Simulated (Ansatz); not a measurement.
Ansatz input file:

```yaml
crystal:
  lattice:
    - [0.0, 2.5684415563, 2.5684415563]
    - [2.5684415563, 0.0, 2.5684415563]
    - [2.5684415563, 2.5684415563, 0.0]
  atoms:
    - { symbol: B, position: [0.0, 0.0, 0.0] }
    - { symbol: P, position: [0.75, 0.75, 0.75] }
basis:
  ecutwfc: 420
kpoints:
  mp_grid: { grid: [10, 10, 10] }
hamiltonian:
  xc: pbe
scf:
  occupations: { method: gaussian, width: 0.02 }
output:
  forces: true
  stress: true
  eigenvalues: true
```

Command:
```bash
ansatz run input.yaml --threads 1 --pin off --max-ram 1331MiB --backend cpu --events-out ev --progress --plain --runs-dir out
```

These are results of DFT PBE, scalar-relativistic, plane waves, PAW (Ansatz 0.2.0), not measurements.

Part of what the program printed, abridged:

```
Pseudopotentials: kind: paw
Pseudopotential: B, paw, valence charge 3, recommended cutoff 420 eV (normal)
Pseudopotential: P, paw, valence charge 5, recommended cutoff 420 eV (normal)
Functional definition: PBE
Crystal: 2 atoms, lattice volume = 33.887 Å³
Basis set: ecut = 420 eV, 645 PW (Γ), exchange–correlation on 50×50×50 points (8 copies of the dense FFT grid, shifted against one another)
Bands: 8, of which v1, the nominal top of the filled ones, is band 4 counted from 1 (3 counted from 0)
Symmetry: 24 space group operations
Space group: F-43m (ITA 216), of the structure as read, at distance tolerance 3.2e-5 Å
k-points: 47 of 1000 (time reversal used)
Initial density: superposition of atomic densities (neutral atoms: chi_scale 0, normalization atom), corrected by the library's trained network
Initial wavefunctions: pseudopotential atomic-orbital guess
Functional: x = pbe(κ = 0.804, μ = 0.21951497), c = pbe(β = 0.06672455)
SCF iter   1: F=—  HF=-911.193944 eV  |F-HF|=—  |Δ(HF+E_count)|=         —  Δρ=1.41e-3  dr2=8.06e-4  ethr=1.77e-3  ⟨swp⟩=6.6  Hψ=3387  notcnv=0
SCF iter   2: F=—  HF=-911.193644 eV  |F-HF|=—  |Δ(HF+E_count)|=   3.00e-4  Δρ=8.24e-4  dr2=2.81e-4  ethr=1.01e-5  ⟨swp⟩=2.0  Hψ=1061  notcnv=0
SCF iter   3: F=—  HF=-911.193659 eV  |F-HF|=—  |Δ(HF+E_count)|=   1.55e-5  Δρ=1.83e-4  dr2=1.20e-5  ethr=3.52e-6  ⟨swp⟩=2.5  Hψ=571  notcnv=0
SCF iter   4: F=—  HF=-911.193670 eV  |F-HF|=—  |Δ(HF+E_count)|=   1.06e-5  Δρ=6.54e-5  dr2=2.24e-6  ethr=1.49e-7  ⟨swp⟩=2.4  Hψ=573  notcnv=0
SCF iter   5: F=-911.193670 eV  HF=-911.193670 eV  |F-HF|=2.91e-8  |Δ(HF+E_count)|=   4.97e-8  Δρ=8.47e-6  dr2=4.07e-8  ethr=2.80e-8  ⟨swp⟩=2.5  Hψ=562  notcnv=0
SCF iter   6: F=-911.193670 eV  HF=-911.193670 eV  |F-HF|=2.56e-10  |Δ(HF+E_count)|=   7.49e-9  Δρ=8.36e-7  dr2=3.74e-10  ethr=5.08e-10  ⟨swp⟩=3.9  Hψ=2057  notcnv=0
SCF 1 converged in 6 iterations: F = -911.193670 eV  dr2 = 3.74e-10
SCF converged after 6 iterations
Free energy (F): -911.193670 eV
Harris-Foulkes:  -911.193670 eV  (|F-HF|=2.56e-10)
Internal energy: -911.193670 eV  (E = F + TS)
E sigma→0 (E₀):  -911.193670 eV
Fermi energy:    5.664462 eV
--- Per-component energies (eV) ---
  E_band       = -2.822983
  E_kinetic    = 106.395560
  E_local      = -95.196550  (includes V_loc(G=0)·N_el)
  E_nonlocal   = 43.925323
  E_hartree    = 22.478714
  E_xc         = -89.307676
  E_vxc        = -93.261347  (∫ρ·V_xc dr)
  E_paw        = -647.281529  (= ΣΔE_a)
  E_vpaw       = -9.643406  (= ΣTr[D̂ρ^β])
  E_aug_tail   = 0.000001  (compensation charges beyond the density's cutoff)
  E_ewald      = -252.207512
  E_smearing   =  0.000000  (= −TS)
--- Forces (eV/Å), atoms counted from 1 ---
  atom   1  B      0.00000000     0.00000000     0.00000000
  atom   2  P      0.00000000     0.00000000     0.00000000
--- Stress (GPa, compression-positive) ---
      -28.413076       0.000000       0.000000
        0.000000     -28.413076       0.000000
        0.000000       0.000000     -28.413076
  P = ⅓ Tr σ = -28.4131 GPa (-284.131 kbar)
--- Band table (eV; the first three rows and the last of 47) ---
  k-point 0: bands = ["-7.6990", "4.8464", "4.8464", "4.8464", "7.3391", "7.8648", "7.8648", "7.8648"]
  k-point 1: bands = ["-7.5709", "3.6907", "4.6512", "4.6512", "7.4816", "8.1387", "8.1387", "8.6915"]
  k-point 2: bands = ["-7.1963", "1.8460", "4.2560", "4.2560", "7.2210", "8.6842", "8.6842", "10.3692"]
  k-point 46: bands = ["-4.5479", "-1.8022", "1.1489", "1.3175", "9.1351", "9.3003", "11.1940", "11.5954"]
```

Self-consistency was reached.